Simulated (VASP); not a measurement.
## VASP 6.6.1 run: PbSe

INCAR

```
IBRION = 1
LCHARG = .FALSE.
EDIFFG = -5E-3
GGA = PE
PREC = Accurate
LASPH = .TRUE.
ISIF = 3
ENCUT = 600
NBANDS = 17
SIGMA = 0.1
POTIM = 0.2
NSW = 40
EDIFF = 1E-7
PSTRESS = 10
LWAVE = .FALSE.
NELM = 72
ISMEAR = 2
LREAL = .FALSE.
```

KPOINTS

```
KPOINTS created by Atomic Simulation Environment
0
Gamma
6 6 6
0 0 0
```

POSCAR

```
Pb Se
 1.0000000000000000
     0.0000000000000000    3.0486403613999999    3.0486403613999999
     3.0486403613999999    0.0000000000000000    3.0486403613999999
     3.0486403613999999    3.0486403613999999    0.0000000000000000
 Pb  Se
   1   1
Cartesian
  0.0000000000000000  0.0000000000000000  0.0000000000000000
  1.5243201807000000  1.5243201807000000  1.5243201807000000
```

The recommended PBE PAW datasets give the neutral cell 20 valence electrons.

Command

```
mpirun -np 1 vasp_std
```

Question: How does this run end, and what does it give?

Answer: It converged. Results: relaxed cell vector lengths 4.829, 4.829, 4.829 Å; relaxed cell volume 79.65 Å³.

OSZICAR

```
N       E                     dE             d eps       ncg     rms          rms(c)
DAV:   1     0.170223323184E+03    0.17022E+03   -0.10413E+04   544   0.135E+03
DAV:   2     0.641089918581E+01   -0.16381E+03   -0.15829E+03   570   0.328E+02
DAV:   3    -0.636579090486E+01   -0.12777E+02   -0.12513E+02   676   0.971E+01
DAV:   4    -0.670537284692E+01   -0.33958E+00   -0.33933E+00   717   0.170E+01
DAV:   5    -0.671607635707E+01   -0.10704E-01   -0.10703E-01   724   0.301E+00    0.510E+00
DAV:   6    -0.643783475754E+01    0.27824E+00   -0.55778E-01   850   0.626E+00    0.325E+00
DAV:   7    -0.642357100895E+01    0.14264E-01   -0.15715E-01   688   0.207E+00    0.132E+00
DAV:   8    -0.642430273111E+01   -0.73172E-03   -0.21260E-02   776   0.151E+00    0.237E-01
DAV:   9    -0.642365340864E+01    0.64932E-03   -0.55458E-03   827   0.704E-01    0.867E-02
DAV:  10    -0.642365864937E+01   -0.52407E-05   -0.51985E-04   621   0.149E-01    0.221E-02
...
       N       E                     dE             d eps       ncg     rms          rms(c)
DAV:   1    -0.782757731037E+01   -0.21065E-02   -0.28329E-02   690   0.257E+00    0.163E-01
DAV:   2    -0.782676800653E+01    0.80930E-03   -0.15858E-03   692   0.617E-01    0.596E-02
DAV:   3    -0.782663125004E+01    0.13676E-03   -0.57220E-04   685   0.346E-01    0.107E-02
DAV:   4    -0.782662970086E+01    0.15492E-05   -0.14249E-05   546   0.326E-02    0.432E-03
DAV:   5    -0.782662842100E+01    0.12799E-05   -0.30044E-06   672   0.202E-02    0.191E-03
DAV:   6    -0.782662855143E+01   -0.13043E-06   -0.41146E-07   648   0.101E-02    0.345E-04
DAV:   7    -0.782662868043E+01   -0.12901E-06   -0.18183E-08   278   0.147E-03    0.155E-04
DAV:   8    -0.782662877583E+01   -0.95400E-07   -0.59280E-09   275   0.800E-04
   5 F= -.73295225E+01 E0= -.73295811E+01  d E =-.436068E-04
```

Standard output (part)

```
POSCAR found type information on POSCAR PbSe
 POSCAR found :  2 types and       2 ions
 LDA part: xc-table for (Slater+PW92), standard interpolation
 POSCAR, INCAR and KPOINTS ok, starting setup
 WAVECAR not read
 entering main loop
 BRION: g(F)=  0.800E-49 g(S)=  0.191E+01
 bond charge predicted
 BRION: g(F)=  0.111E-48 g(S)=  0.142E+00 retain N=  1 mean eig= 1.42
 eig:   1.416
 bond charge predicted
 BRION: g(F)=  0.663E-47 g(S)=  0.535E-02 retain N=  1 mean eig= 1.77
 eig:   1.770
 bond charge predicted
 BRION: g(F)=  0.644E-48 g(S)=  0.457E-04 retain N=  1 mean eig= 1.95
 eig:   1.952
 bond charge predicted
 BRION: g(F)=  0.470E-49 g(S)=  0.150E-08 retain N=  1 mean eig= 1.96
 eig:   1.963
 reached required accuracy - stopping structural energy minimisation
```

```
ionic step  ΔH (meV/atom)  volume (Å³)  largest force (eV/Å)  pressure (GPa)  electronic steps
         1            0.0        56.67                 0.000           23.99                15
         2         -569.1        71.08                 0.000            6.00                12
         3         -627.2        77.74                 0.000            1.89                11
         4         -629.7        79.47                 0.000            1.08                 9
         5         -629.8        79.65                 0.000            1.00                 8
```

 The volume moved far on the plane waves of the start cell, so a restart from CONTCAR is due.

For comparison, a separate PBE relaxation on usual settings, not on those above, ends at 82.11 Å³.
